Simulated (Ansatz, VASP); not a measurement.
## AgCl: VASP beside Ansatz

```
Ag Cl
1.0
     0.00000    3.05195    3.05195
     3.05195    0.00000    3.05195
     3.05195    3.05195    0.00000
Ag Cl
1 1
Cartesian
  0.0000 0.0000 0.0000
  1.5260 1.5260 1.5260
```

Alike in both runs: task single point; functional r2SCAN; k mesh 6 × 6 × 6; no spin polarisation.

|  | VASP | Ansatz |
| --- | --- | --- |
| version | VASP 6.6.1 | Ansatz 0.2.0 |
| potentials or method | VASP PAW PBE potentials, release 64 (Ag, Cl) | plane waves, PAW |
| plane-wave cutoff (eV) | 520 | 500 |
| occupations | gaussian, width 0.01 eV | fixed |
| valence electrons in the cell | 18 | 26 |

Ansatz gave:

- gap on the k mesh at the Fermi level (eV): 1.72
- pressure (GPa): -1.8

**Question.** Which values does VASP return?

**Answer.** gap on the k mesh at the Fermi level (eV): 1.67; pressure (GPa): -1.8.

The two sets of potentials don't hold the same shells in valence.

Caveats: the PAW data sets were made with another functional, which shifts forces and pressure a little (VASP). r2SCAN opens gaps a little over a GGA but as a rule still falls short of measured ones.
